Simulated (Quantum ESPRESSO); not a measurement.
Na:

```
Na
1.0
     3.70038    0.00000    0.00000
    -1.85019    3.20463    0.00000
     0.00000    0.00000   12.53732
Na
4
Direct
  0.66667 0.33333 0.75000
  0.00000 0.00000 0.50000
  0.33333 0.66667 0.25000
  0.00000 0.00000 0.00000
```

This isn't the form of Na at room conditions, which is bcc.

| Item | Value |
| --- | --- |
| Program | Quantum ESPRESSO 7.5 |
| Task | single point |
| Functional | PBEsol |
| Potentials or basis | GBRV 1.5 PBEsol |
| Cutoff | 612 eV |
| Density cutoff | 4898 eV |
| k mesh | 8 × 8 × 3 |
| Occupations | fermi-dirac, width 0.05 eV |
| Spin | no spin polarisation |

On this cell: pressure -0.2 GPa; largest force under 0.003 eV/Å; band gap on the k mesh none (metal or under the smearing width).

The same run follows on a disturbed copy (atoms moved at random, drawn with an rms of 0.05 Å):

```
Na
1.0
     3.70038    0.00000    0.00000
    -1.85019    3.20463    0.00000
     0.00000    0.00000   12.53732
Na
4
Direct
  0.67684 0.35248 0.75320
  0.00558 0.99889 0.49961
  0.33574 0.67800 0.25136
  0.00536 0.99342 0.00136
```

Problem. What does the disturbed cell give?

Solution. The energy (extrapolated to zero smearing) moves by +0.3 meV/atom; pressure -0.2 GPa; largest force 0.022 eV/Å; band gap on the k mesh none (metal or under the smearing width).

Forces on the atoms (eV/Å):
```
Na   0.002 -0.008 -0.021
Na  -0.003  0.006  0.020
Na   0.005 -0.005 -0.008
Na  -0.004  0.008  0.009
```

Stress tensor (GPa, compression positive):
```
 0.15  0.00  0.00
 0.00  0.16  0.00
 0.00  0.00 -0.80
```
